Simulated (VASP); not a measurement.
Here is a VASP 6.6.1 calculation.

File INCAR:

```
SYSTEM = BaTiO3
ALGO     = Normal         ! electronic algorithm
EDIFF    = 1E-7           ! SCF threshold, eV
EDIFFG   = -0.01          ! ionic threshold
ENCUT    = 600            ! plane-wave cutoff, eV
IBRION   = 2              ! ionic algorithm
ISIF     = 4              ! what is computed and relaxed
ISMEAR   = 0              ! smearing method
KPAR     = 2            
LASPH    = .TRUE.         ! aspherical terms in the spheres
LCHARG   = .FALSE.        ! write CHGCAR
LMIXTAU  = .TRUE.       
LREAL    = .FALSE.        ! projectors in reciprocal space
LWAVE    = .FALSE.        ! write WAVECAR
METAGGA  = R2SCAN         ! meta-GGA
NELM     = 80             ! most SCF steps
NSW      = 40             ! ionic steps
PREC     = Accurate       ! precision mode
SIGMA    = 0.03           ! smearing width, eV
```

Contents of KPOINTS:

```
k-points
0
G
  9 9 7
  0 0 0
```

Contents of POSCAR:

```
BaTiO3                                  
1.0
    2.8859071775      1.6661792858      2.3673851180
   -2.8859071775      1.6661792858      2.3673851180
    0.0000000000     -3.3323585716      2.3673851180
  Ba              Ti              O             
     1     1     3
Direct
     0.9975455690696762    0.9975455690696762    0.9975455690696762
     0.4843201647741750    0.4843201647741750    0.4843201647741750
     0.5092703481832136    0.5092703481832136    0.0187935697897123
     0.0187935697897123    0.5092703481832136    0.5092703481832136
     0.5092703481832136    0.0187935697897123    0.5092703481832136
```

Potentials or basis: VASP PAW PBE potentials, release 64 (Ba_sv, Ti_sv, O).

Launch:

```bash
$ cat potpaw_PBE.64/Ba_sv/POTCAR potpaw_PBE.64/Ti_sv/POTCAR potpaw_PBE.64/O/POTCAR > POTCAR
$ mpirun -np 2 vasp_std > vasp.out
```

**Question.** What does it give for the energy gained by relaxing?

**Answer.** 3.8 meV/atom.

**Question.** What does it give for the band gap on the k mesh?

**Answer.** 3.03 eV, indirect (least direct gap 3.49 eV).

The path:
```tsv
step	energy change (eV)	largest force (eV/Å)	pressure (GPa)
1	0.0000	0.4122	-6.21
2	-0.0150	0.2017	-4.89
3	-0.0172	0.0806	-4.15
4	-0.0181	0.0653	-4.06
5	-0.0185	0.0501	-3.97
6	-0.0188	0.0192	-3.98
7	-0.0188	0.0112	-3.98
8	-0.0188	0.0023	-3.96
```

Caveat: the PAW data sets were made with another functional, which shifts forces and pressure a little; spin-orbit coupling is left out, which moves the levels of the heavy elements; an odd mesh through Γ misses points on the zone boundary, where band edges often lie.
